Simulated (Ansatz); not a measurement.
# Structures of AgCl: which is lowest?

Plane-wave DFT in Ansatz with scalar-relativistic PAW potentials, cutoff 420 eV, Γ-centred meshes chosen by cell and gap, Gaussian smearing with energies taken to zero width. Every cell was relaxed (cell and atoms) in a run of its own, within the symmetry of its start. Functional: PBEsol.

Relaxed structures (starts from databases or built by putting these elements on another compound's sites):
A. Pm-3m, 2 atoms in the computed cell, a = 3.331 Å; sites (symmetry × multiplicity) Ag m-3m × 1, Cl m-3m × 1; start: database
B. Fm-3m, 2 atoms in the computed cell, a = 5.449 Å; sites (symmetry × multiplicity) Ag m-3m × 4, Cl m-3m × 4; start: database

**Question.** Rank them by energy. Could pressure change the order?

**Answer.**
| structure | group | E − E(lowest) (meV/atom) | V (Å³/atom) | gap on mesh (eV) |
| --- | --- | --- | --- | --- |
| B | Fm-3m | 0.0 | 20.22 | 0.72 |
| A | Pm-3m | 120 | 18.48 | 0.45 |

B is lowest, 120 meV/atom under A. A is denser by 1.74 Å³/atom, so pressure favours it: ΔE/ΔV, with ΔE in eV and 1 eV/Å³ = 160.2 GPa, gives about 11 GPa for equal enthalpy if both cells were rigid, a rough figure since the two compress differently. Other structures may lie lower than all of these, and vibrations aren't counted.